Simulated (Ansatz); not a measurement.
# SnSe (Fm-3m) in Ansatz: a series of runs

One crystal, SnSe, is run at these levels: PBE, PBEsol+D3(BJ), LDA, PBEsol-PBE; tasks: single point, relaxation of the atoms.

Program: Ansatz 0.2.0. These are calculated values, not measurements. Logs are shortened: lines on timing, memory, paths and dates and some standing lists are left out, and cuts for length are marked.

## 1. The crystal as given

The structure is cubic, space group Fm-3m (No. 225). The conventional cell has a = 6.020 Å, b = 6.020 Å, c = 6.020 Å, α = 90.00°, β = 90.00°, γ = 90.00°. Around Sn (site symmetry m-3m) lie 6 Se at 3.01 Å. Se (site symmetry m-3m) is surrounded by 6 Sn at 3.01 Å.

Measurements of this composition are mostly on another form, of space group No. 62.

## 2. Single point, PBE

Input file input.yaml:

```yaml
crystal:
  lattice:
    - [0.0, 3.01, 3.01]
    - [3.01, 0.0, 3.01]
    - [3.01, 3.01, 0.0]
  atoms:
    - { symbol: Sn, position: [0.0, 0.0, 0.0] }
    - { symbol: Se, position: [0.5, 0.5, 0.5] }
kpoints:
  mp_grid: { grid: [5, 5, 5] }
scf:
  occupations: { method: fermi_dirac, width: 0.03 }
hamiltonian:
  xc: pbe
  pseudopotentials: { kind: all_electron, lapw: { basis_error: 0.003 } }
output:
  forces: true
  stress: true
  eigenvalues: true
```

Potentials or basis: all-electron LAPW, scalar-relativistic.

Started as:

```sh
$ ansatz run input.yaml --threads 1 --pin off --max-ram 2560MiB --backend cpu --events-out ev --progress --plain --runs-dir out
```

Log:

```text
Warning: RAYON_NUM_THREADS=1 ignored (pool sized by the plan → 1); use --threads N
LAPW: plane waves up to 6.564 Å⁻¹, error target 3.0e-3 eV per atom; small_component_spin mean_spin; Se in spheres of 1.427 Å, 24 of its electrons in bands, Dirac shells []; Sn in spheres of 1.583 Å, 22 of its electrons in bands, Dirac shells [] (how accurate: hamiltonian.pseudopotentials.lapw.basis_error, Limitations)
Engine: ansatz 0.2.0, x86_64-unknown-linux-gnu
Pseudopotentials: kind: all_electron
Pseudopotential: Sn, LAPW, valence charge 22, lapw/all_electron/scalar/gaussian/Sn, Koelling and Harmon's equation, gaussian nucleus
Pseudopotential: Se, LAPW, valence charge 24, lapw/all_electron/scalar/gaussian/Se, Koelling and Harmon's equation, gaussian nucleus
Functional definition: PBE
  parameter kappa = 0.804
  parameter beta = 0.06672455060314922
  exchange = pbe_x(kappa = kappa, mu = beta*pi^2/3)
  correlation = pbe_c(beta = beta)
Crystal: 2 atoms, lattice volume = 54.542 Å³
Basis set: ecut = 164.14997080997284 eV, 259 PW (Γ), exchange–correlation at level 2
Bands: 28, of which v1, the nominal top of the filled ones, is band 23 counted from 1 (22 counted from 0)
Symmetry: 48 space group operations
Space group: Fm-3m (ITA 225), of the structure as read, at distance tolerance 3.8e-5 Å
k-points: 10 of 125
Non-local potential: Sn, projectors of the file, none
Non-local potential: Se, projectors of the file, none
Initial density: superposition of atomic densities (chi_scale 0.1, normalization cell, long waves kept (reshape's long-wave potential 0.00 eV rms))
Initial wavefunctions: plane waves of lowest kinetic energy (no species holds an atomic orbital)
Functional: x = pbe(κ = 0.804, μ = 0.2195149727645171), c = pbe(β = 0.06672455060314922)
iter 1 solved again at ethr=1.23e-3 eV; its pass at ethr=1.00e-1 eV (dr2=5.66e-1 eV) is discarded
SCF iter   1: F=—  HF=-234216.178644 eV  |F-HF|=—  |Δ(HF+E_count)|=         —  Δρ=2.13e-2  dr2=5.66e-1  ethr=1.23e-3  ⟨swp⟩=2.1  Hψ=1762  notcnv=0
preconditioner: auto → none  [insulator: Δε(μ)=1.245 eV  Ē_g=18.136 eV  σ=0.030 eV  W_gap=1.00  n_scr=14 (ndim 8)  ℏωp=22.5 eV  f_vac=0.040  D(μ)=0.00/eV (n_scr^D=0)  ε∞_Penn≈2.5]
iter 2 solved again at ethr=3.39e-5 eV; its pass at ethr=1.23e-3 eV (dr2=1.56e-2 eV) is discarded
SCF iter   2: F=—  HF=-234216.014206 eV  |F-HF|=—  |Δ(HF+E_count)|=   1.64e-1  Δρ=5.21e-3  dr2=1.56e-2  ethr=3.39e-5  ⟨swp⟩=2.1  Hψ=1468  notcnv=0
SCF iter   3: F=—  HF=-234215.993323 eV  |F-HF|=—  |Δ(HF+E_count)|=   2.09e-2  Δρ=3.13e-3  dr2=7.69e-3  ethr=3.39e-5  ⟨swp⟩=2.4  Hψ=887  notcnv=0
SCF iter   4: F=—  HF=-234215.994781 eV  |F-HF|=—  |Δ(HF+E_count)|=   1.46e-3  Δρ=8.24e-4  dr2=4.30e-4  ethr=1.67e-5  ⟨swp⟩=2.0  Hψ=839  notcnv=0
SCF iter   5: F=—  HF=-234215.994919 eV  |F-HF|=—  |Δ(HF+E_count)|=   1.38e-4  Δρ=1.14e-4  dr2=8.42e-6  ethr=9.34e-7  ⟨swp⟩=2.2  Hψ=833  notcnv=0
SCF iter   6: F=—  HF=-234215.994926 eV  |F-HF|=—  |Δ(HF+E_count)|=   7.27e-6  Δρ=1.18e-5  dr2=7.34e-8  ethr=1.83e-8  ⟨swp⟩=2.9  Hψ=856  notcnv=0
SCF iter   7: F=-234215.994926 eV  HF=-234215.994926 eV  |F-HF|=7.83e-9  |Δ(HF+E_count)|=   3.25e-7  Δρ=4.76e-6  dr2=1.53e-8  ethr=1.60e-10  ⟨swp⟩=2.9  Hψ=865  notcnv=0
SCF 1 converged in 7 iterations: F = -234215.994926 eV  dr2 = 1.53e-8
SCF converged after 7 iterations
Free energy (F): -234215.994926 eV
Harris-Foulkes:  -234215.994926 eV  (|F-HF|=7.83e-9)
Internal energy: -234215.994926 eV  (E = F + TS)
E sigma→0 (E₀):  -234215.994926 eV
Entropy (-TS):   -0.000000 eV (-0.000 meV/atom)
Fermi energy:    11.153886 eV
--- Per-component energies (eV) ---
  E_band       = -2324.749027
  E_kinetic    = 244477.890797
  E_xc         = -6892.809396
  E_electrostatic = -471801.076326  (all electrons and nuclei)
  E_smearing   = -0.000000  (= −TS)
  E_closure    = 0.000000  (closes the sum)
  E_atoms      = -234207.782353  (free atoms, spherical and without spin; not in F)
  Σ components = -234215.994926   (vs F -234215.994926, Δ=0.00e0)
  Basis errors (estimates in eV, not in F): energy 1.0e-3 per atom: plane waves 9.5e-4 (5.3e-4 summed), levels above the bands 6.4e-82, relativity 1.8e-7, radial functions 8.1e-5, core shells 7.6e-10; eigenvalues (radial functions only) 4.5e-5; not estimated: angular momenta, meshes, grids; target (lapw.basis_error) 3.0e-3; muffin-tin radii Se 1.427 Å, Sn 1.583 Å
--- Forces (eV/Å), atoms counted from 1 ---
  atom   1  Sn     0.00000000     0.00000000    -0.00000000
  atom   2  Se     0.00000000    -0.00000000    -0.00000000
  max |Σ_I F_I| component: 2.22e-31 eV/Å
--- Stress (GPa, compression-positive) ---
        0.768870      -0.000000       0.000000
       -0.000000       0.768870      -0.000000
        0.000000      -0.000000       0.768870
  P = ⅓ Tr σ = 0.7689 GPa (7.689 kbar)
--- Band table (eV; the first three rows and the last of 10) ---
  k-point 0: bands = ["-197.2000", "-136.6667", "-136.6667", "-136.6667", "-118.8206", "-74.6068", "-74.6068", "-74.6068", "-36.8794", "-36.8794", "-36.8778", "-36.8778", "-36.8778", "-10.8283", "-10.8283", "-10.8283", "-10.8262", "-10.8262", "-3.0719", "5.7274", "8.6079", "8.6079", "8.6079", "15.1153", "15.1153", "15.1153", "16.6693", "16.6693"]
  k-point 1: bands = ["-197.2000", "-136.6667", "-136.6667", "-136.6667", "-118.8206", "-74.6068", "-74.6068", "-74.6068", "-36.8794", "-36.8794", "-36.8778", "-36.8778", "-36.8778", "-10.8295", "-10.8295", "-10.8274", "-10.8234", "-10.8234", "-2.8037", "4.5093", "8.6611", "8.6611", "9.5238", "13.4479", "13.6844", "13.6844", "16.7518", "17.5490"]
  k-point 2: bands = ["-197.2000", "-136.6667", "-136.6667", "-136.6667", "-118.8206", "-74.6068", "-74.6068", "-74.6068", "-36.8794", "-36.8794", "-36.8778", "-36.8778", "-36.8778", "-10.8339", "-10.8339", "-10.8261", "-10.8162", "-10.8162", "-2.2573", "3.0007", "8.8140", "8.8140", "10.5205", "11.7578", "12.2609", "12.2609", "18.2411", "19.8234"]
  k-point 9: bands = ["-197.2000", "-136.6667", "-136.6667", "-136.6667", "-118.8206", "-74.6068", "-74.6068", "-74.6068", "-36.8794", "-36.8794", "-36.8778", "-36.8778", "-36.8777", "-10.8440", "-10.8263", "-10.8261", "-10.8184", "-10.8126", "-1.9288", "3.6638", "6.5054", "6.6307", "9.6684", "12.5057", "15.1081", "15.2483", "17.2164", "19.0331"]
```

It took 2.7 s on 1 thread of Intel Xeon Platinum 8488C (Sapphire Rapids), shared host; peak memory 0.24 GiB.

Results:

```
Free energy : -234215.9949 eV
Pressure    : 0.8 GPa
```

Caveat: this odd mesh misses L, where the gap lies, so gap, dielectric constants and Born charges aren't listed.

## 3. Relaxation of the atoms, PBEsol+D3(BJ), collinear spin, ferromagnetic start (atoms moved at random, drawn with an rms of 0.15 Å)

Input file input.yaml:

```yaml
crystal:
  lattice:
    - [0.0, 3.01, 3.01]
    - [3.01, 0.0, 3.01]
    - [3.01, 3.01, 0.0]
  atoms:
    - { symbol: Sn, position: [0.034386, -0.027661, -0.004117], spin: 1.0 }
    - { symbol: Se, position: [0.505238, 0.509073, 0.478063] }
kpoints:
  mp_grid: { grid: [6, 6, 6] }
scf:
  occupations: { method: fermi_dirac, width: 0.025 }
hamiltonian:
  xc: pbesol
  dispersion: d3bj
  pseudopotentials: { kind: all_electron, datasets: crystal }
magnetization:
  spin_polarized: true
  initial_magnetization: 1.0
  spin_locking: { lock_magnetization: hard }
output:
  forces: true
  stress: true
relax:
  f_tol: 0.01
  max_steps: 60
```

Potentials or basis: all-electron PAW datasets made for the crystal.

Started as:

```sh
$ ansatz run input.yaml --threads 1 --pin off --max-ram 2560MiB --backend cpu --events-out ev --progress --plain --runs-dir out
```

It took 2 min on 1 thread of Intel Xeon Platinum 8488C (Sapphire Rapids), shared host; peak memory 0.85 GiB.

It converged, with:

```
Free energy                  : -234096.4639 eV
Energy gained by relaxing    : 4.9 meV/atom
Ionic steps                  : 4
Pressure after relaxing      : -3.7 GPa
Largest force after relaxing : 0.005 eV/Å
Absolute moment              : 1.03 μB per cell
Site moments                 : Sn +0.30; Se +0.31 μB
```

Forces on the atoms (eV/Å):
```
Sn   0.002 -0.005  0.001
Se  -0.002  0.005 -0.001
```

The path:
```
step  energy change (eV)  largest force (eV/Å)
   1              0.0000                0.1405
   2             -0.0051                0.0886
   3             -0.0098                0.0054
   4             -0.0098                0.0054
```

Final structure:
```
Sn Se
1.0
     0.00000    3.01000    3.01000
     3.01000    0.00000    3.01000
     3.01000    3.01000    0.00000
Sn Se
1 1
Cartesian
  -0.0682 0.0237 0.0312
  2.9438 3.0271 3.0421
```

Caveat: the total moment is fixed, so each spin has its own Fermi level.

## 4. Single point, LDA, collinear spin, ferromagnetic start

Input file input.yaml:

```yaml
crystal:
  lattice:
    - [0.0, 3.01, 3.01]
    - [3.01, 0.0, 3.01]
    - [3.01, 3.01, 0.0]
  atoms:
    - { symbol: Sn, position: [0.0, 0.0, 0.0], spin: 0.5 }
    - { symbol: Se, position: [0.5, 0.5, 0.5] }
kpoints:
  mp_grid: { grid: [8, 8, 8] }
scf:
  occupations: { method: gaussian, width: 0.01 }
  mixing: { preconditioner: none }
  algorithm: density_mixing
hamiltonian:
  xc: lda
  pseudopotentials: { kind: all_electron, lapw: { basis_error: 0.0005 } }
magnetization:
  spin_polarized: true
output:
  forces: true
  stress: true
  eigenvalues: true
```

Potentials or basis: all-electron LAPW, scalar-relativistic.

Started as:

```sh
$ ansatz run input.yaml --threads 1 --pin off --max-ram 2560MiB --backend cpu --events-out ev --progress --plain --runs-dir out
```

Log:

```text
Warning: RAYON_NUM_THREADS=1 ignored (pool sized by the plan → 1); use --threads N
LAPW: plane waves up to 7.373 Å⁻¹, error target 5.0e-4 eV per atom; small_component_spin mean_spin; Se in spheres of 1.437 Å, 24 of its electrons in bands, Dirac shells []; Sn in spheres of 1.573 Å, 22 of its electrons in bands, Dirac shells [] (how accurate: hamiltonian.pseudopotentials.lapw.basis_error, Limitations)
Engine: ansatz 0.2.0, x86_64-unknown-linux-gnu
Pseudopotentials: kind: all_electron
Pseudopotential: Sn, LAPW, valence charge 22, lapw/all_electron/scalar/gaussian/Sn, Koelling and Harmon's equation, gaussian nucleus
Pseudopotential: Se, LAPW, valence charge 24, lapw/all_electron/scalar/gaussian/Se, Koelling and Harmon's equation, gaussian nucleus
Functional definition: SPW92
  exchange = slater_x
  correlation = pw_c
Crystal: 2 atoms, lattice volume = 54.542 Å³
Basis set: ecut = 207.12714209657244 eV, 339 PW (Γ), exchange–correlation at level 2
Bands: 28, of which v1, the nominal top of the filled ones, is band 23 counted from 1 (22 counted from 0)
Symmetry: 48 space group operations
Space group: Fm-3m (ITA 225), of the structure as read, at distance tolerance 3.8e-5 Å
Magnetic group: BNS 225.116 (UNI 1618), of the structure as read, at distance tolerance 3.8e-5 Å
k-points: 29 of 512
Non-local potential: Sn, projectors of the file, none
Non-local potential: Se, projectors of the file, none
Initial density: superposition of atomic densities (chi_scale 0.1, normalization cell)
Starting moments: Σ|m| = 0.5 μB on 1 of 2 sites
[... 21 lines left out ...]
SCF 1 converged in 14 iterations: F = -233985.717524 eV  dr2 = 3.92e-15
SCF converged after 14 iterations
Magnetization: 0.0000 μB (23.0000 up, 23.0000 down)
Absolute magnetization: 0.0000 μB (∫|ρ↑−ρ↓|)
Spin contamination: 0.0000 ħ² per cell (⟨S²⟩ above its minimum at these occupations)
Per-site moments (μB) at R_I (Å): [(-8.056908029629994e-9, 1.5731459736253612), (-1.1636615226962022e-8, 1.4368539815221435)]
Free energy (F): -233985.717524 eV
Harris-Foulkes:  -233985.717524 eV  (|F-HF|=2.91e-11)
Internal energy: -233985.717524 eV  (E = F + TS)
E sigma→0 (E₀):  -233985.717524 eV
Fermi energy:    10.675740 eV
--- Per-component energies (eV) ---
  E_band       = -2331.746741
  E_kinetic    = 244163.569060
  E_xc         = -6658.823981
  E_electrostatic = -471490.462603  (all electrons and nuclei)
  E_smearing   = -0.000000  (= −TS)
  E_closure    = 0.000000  (closes the sum)
  E_atoms      = -233976.248121  (free atoms, spherical and without spin; not in F)
  Σ components = -233985.717524   (vs F -233985.717524, Δ=0.00e0)
  Basis errors (estimates in eV, not in F): energy 1.6e-4 per atom: plane waves 1.6e-4 (8.5e-5 summed), levels above the bands 0.0e0, relativity 1.4e-9, radial functions 6.6e-6, core shells 9.3e-10; eigenvalues (radial functions only) 1.5e-6; not estimated: angular momenta, meshes, grids; target (lapw.basis_error) 5.0e-4; muffin-tin radii Se 1.437 Å, Sn 1.573 Å
--- Forces (eV/Å), atoms counted from 1 ---
  atom   1  Sn    -0.00000000    -0.00000000    -0.00000000
  atom   2  Se    -0.00000000     0.00000000     0.00000000
  max |Σ_I F_I| component: 4.56e-31 eV/Å
--- Stress (GPa, compression-positive) ---
       -3.352924      -0.000000       0.000000
       -0.000000      -3.352924      -0.000000
        0.000000      -0.000000      -3.352924
  P = ⅓ Tr σ = -3.3529 GPa (-33.529 kbar)
--- Band table (eV; the first three rows and the last of 58) ---
  k-point 0 ↑: bands = ["-196.5256", "-136.5619", "-136.5619", "-136.5619", "-118.6526", "-74.5711", "-74.5711", "-74.5711", "-37.3160", "-37.3160", "-37.3139", "-37.3139", "-37.3139", "-10.9982", "-10.9982", "-10.9958", "-10.9958", "-10.9958", "-3.4246", "5.2404", "8.3098", "8.3098", "8.3098", "14.6883", "14.6883", "14.6883", "16.3561", "16.3561"]
  k-point 1 ↑: bands = ["-196.5256", "-136.5619", "-136.5619", "-136.5619", "-118.6526", "-74.5711", "-74.5711", "-74.5711", "-37.3160", "-37.3160", "-37.3139", "-37.3139", "-37.3139", "-10.9991", "-10.9991", "-10.9955", "-10.9942", "-10.9942", "-3.3156", "4.6946", "8.3306", "8.3306", "8.7317", "13.8279", "13.9839", "13.9839", "16.2968", "16.7232"]
  k-point 2 ↑: bands = ["-196.5256", "-136.5619", "-136.5619", "-136.5619", "-118.6526", "-74.5711", "-74.5711", "-74.5711", "-37.3160", "-37.3160", "-37.3139", "-37.3139", "-37.3139", "-11.0020", "-11.0020", "-10.9946", "-10.9896", "-10.9896", "-3.0220", "3.6487", "8.4006", "8.4006", "9.4381", "12.5351", "12.8515", "12.8515", "16.5743", "17.6831"]
  k-point 28 ↓: bands = ["-196.5256", "-136.5619", "-136.5619", "-136.5619", "-118.6526", "-74.5711", "-74.5711", "-74.5711", "-37.3160", "-37.3159", "-37.3139", "-37.3139", "-37.3138", "-11.0183", "-10.9972", "-10.9904", "-10.9904", "-10.9778", "-2.1903", "3.4640", "5.7767", "5.7767", "9.6613", "11.8814", "15.1831", "15.1831", "17.6290", "17.6290"]
```

It took 20 s on 1 thread of Intel Xeon Platinum 8488C (Sapphire Rapids), shared host; peak memory 0.44 GiB.

What came out:

| Property | Result |
| --- | --- |
| Free energy | -233985.7175 eV |
| Pressure | -3.4 GPa |
| Band gap on the k mesh | 0.61 eV, direct |
| Net moment | 0.00 μB per cell |
| Absolute moment | 0.00 μB per cell |

Caveat: spin-orbit coupling is left out, which moves the levels of the heavy elements; the starting moments weren't kept.

## 5. Relaxation of the atoms, PBEsol-PBE (atoms moved at random, drawn with an rms of 0.1 Å)

Input file input.yaml:

```yaml
crystal:
  lattice:
    - [0.0, 3.01, 3.01]
    - [3.01, 0.0, 3.01]
    - [3.01, 3.01, 0.0]
  atoms:
    - { symbol: Sn, position_ang: [-0.05990201, -0.03423875, -0.04055674] }
    - { symbol: Se, position_ang: [3.09381646, 2.98747617, 2.95371601] }
kpoints:
  mp_grid: { grid: [6, 6, 6] }
scf:
  occupations: { method: fermi_dirac, width: 0.01 }
hamiltonian:
  xc: { exchange: pbesol, correlation: pbe }
  pseudopotentials:
    kind: all_electron
    lapw: { basis_error: 0.0005 }
    dirac_shells: { Se: ["3p"], Sn: ["3p", "3d"] }
output:
  forces: true
  stress: true
relax:
  f_tol: 0.005
  max_steps: 60
```

Potentials or basis: all-electron LAPW, inner shells corrected to Dirac's equation.

Started as:

```sh
$ ansatz run input.yaml --threads 1 --pin off --max-ram 2560MiB --backend cpu --events-out ev --progress --plain --runs-dir out
```

Run time: 2.2 min. Hardware: 1 thread of Intel Xeon Platinum 8488C (Sapphire Rapids), shared host; peak memory 0.54 GiB.

It converged, with:

```
Free energy               : -234132.3296 eV
Energy gained by relaxing : 0.8 meV/atom
Ionic steps               : 6
Pressure after relaxing   : -3.1 GPa
Band gap on the k mesh    : 0.71 eV
```

Step by step:
```csv
step,energy change (eV),largest force (eV/Å)
1,0.0000,0.0436
2,-0.0005,0.0323
3,-0.0015,0.0031
4,-0.0015,0.0032
5,-0.0015,0.0021
6,-0.0015,0.0007
```

Final structure:
```xyz
2
Lattice="0.0000 3.0100 3.0100 3.0100 0.0000 3.0100 3.0100 3.0100 0.0000" Properties=species:S:1:pos:R:3 pbc="T T T"
Sn   -0.0084   -0.0304   -0.0458
Se    3.0424    2.9836    2.9589
```

Caveat: spin-orbit coupling is left out, which moves the levels of the heavy elements. A k mesh can miss the band edges.

## 6. Overview

```tsv
task	level	potentials or basis	spin	fixed moment (μB)	cell	k mesh	cutoff (eV)	smearing	scf mixing preconditioner	scf algorithm	basis error allowed	other keys	gap on the mesh (eV)	pressure (GPa)
single point	PBE	all-electron LAPW, scalar-relativistic	off	-	as given	5 × 5 × 5	164	fermi-dirac 0.03 eV	-	-	0.003 eV/atom	-	-	0.8
relaxation of the atoms	PBEsol+D3(BJ)	all-electron PAW datasets made for the crystal	collinear, ferromagnetic start	1.0	atoms relaxed from: atoms moved at random, drawn with an rms of 0.15 Å	6 × 6 × 6	-	fermi-dirac 0.025 eV	-	-	-	-	-	-3.7
single point	LDA	all-electron LAPW, scalar-relativistic	collinear, ferromagnetic start	-	as given	8 × 8 × 8	207	gaussian 0.01 eV	none	density_mixing	0.0005 eV/atom	scf.mixing.preconditioner = none; scf.occupations.method = gaussian; …	0.61	-3.4
relaxation of the atoms	PBEsol-PBE	all-electron LAPW, inner shells corrected to Dirac's equation	off	-	atoms relaxed from: atoms moved at random, drawn with an rms of 0.1 Å	6 × 6 × 6	-	fermi-dirac 0.01 eV	-	-	0.0005 eV/atom	-	0.71	-3.1
```

Caveats: spin-orbit coupling is left out, which moves the levels of the heavy elements (some runs); the total moment is fixed, so each spin has its own Fermi level (some runs); the starting moments weren't kept (some runs).

Compare energies only between runs with the same functional and basis.
